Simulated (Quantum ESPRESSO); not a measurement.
The system is C.

```
CELL_PARAMETERS angstrom
0.00000 1.78337 1.78337
1.78337 0.00000 1.78337
1.78337 1.78337 0.00000
ATOMIC_POSITIONS crystal
C 0.75000 0.75000 0.75000
C 0.50000 0.50000 0.50000
```

This isn't the form of C at room conditions, which is graphite.

Program: Quantum ESPRESSO 7.5. Alike in all runs: task band structure; potentials or basis SG15 PBE 1.2; no spin polarisation; cell as given; cutoff (eV) 1197; smearing fermi-dirac 0.05 eV.

**Question.** Order these runs on this cell by their band gap on the k mesh, lowest first.
A. level LDA; k mesh 13 × 13 × 13; SCF threshold 4e-10 Ry; form of the LDA correlation PZ81
B. level SCAN; k mesh 10 × 10 × 10; symmetry off; SCF threshold 1e-08 Ry
C. level PBE; k mesh 13 × 13 × 13; SCF threshold 4e-10 Ry

**Answer.** A (3.94 eV), C (4.19 eV), B (4.51 eV).

A k mesh can miss the band edges, odd and even meshes differently.
